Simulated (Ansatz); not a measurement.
# FeSi (rocksalt type): the cost of one run

Computed with Ansatz 0.2.0 (DFT, PBE, all-electron LAPW, scalar-relativistic, unless a step's input says otherwise).

### Step 1. The starting structure

The structure is cubic, space group Fm-3m (No. 225). Conventional cell: a = 4.368 Å, b = 4.368 Å, c = 4.368 Å, α = 90.00°, β = 90.00°, γ = 90.00°. Fe (site symmetry m-3m) is surrounded by 6 Si at 2.18 Å. Around Si (site symmetry m-3m) lie 6 Fe at 2.18 Å.

Coordinates:

```
CELL_PARAMETERS angstrom
0.00000 2.18397 2.18397
2.18397 0.00000 2.18397
2.18397 2.18397 0.00000
ATOMIC_POSITIONS crystal
Fe 0.00000 0.00000 0.00000
Si 0.50000 0.50000 0.50000
```

Atoms are numbered in the order of the input: Fe1, Si2.

### Step 2. Rocksalt at the PAW cell, LAPW

Input file input.yaml:

```yaml
crystal:
  lattice:
    - [0.0, 2.1839651545, 2.1839651545]
    - [2.1839651545, 0.0, 2.1839651545]
    - [2.1839651545, 2.1839651545, 0.0]
  atoms:
    - { symbol: Fe, position: [0.0, 0.0, 0.0], spin: 2.5 }
    - { symbol: Si, position: [0.5, 0.5, 0.5] }
magnetization:
  spin_polarized: true
kpoints:
  mp_grid: { grid: [15, 15, 15] }
scf:
  occupations: { method: fermi_dirac, width: 0.05 }
hamiltonian:
  xc: pbe
  pseudopotentials: { kind: all_electron, lapw: { basis_error: 0.0005 } }
output:
  forces: true
  stress: true
  eigenvalues: true
  populations: true
```

Started as:

```
ansatz run input.yaml --threads 2 --pin off --max-ram 7168MiB --backend cpu --events-out ev --progress --plain --runs-dir out
```

**Question.** How long does this run take on 2 threads of Intel Xeon 6975P-C (Granite Rapids), shared host, and how much memory does it need?

About 27 s, with a peak of 0.79 GiB.
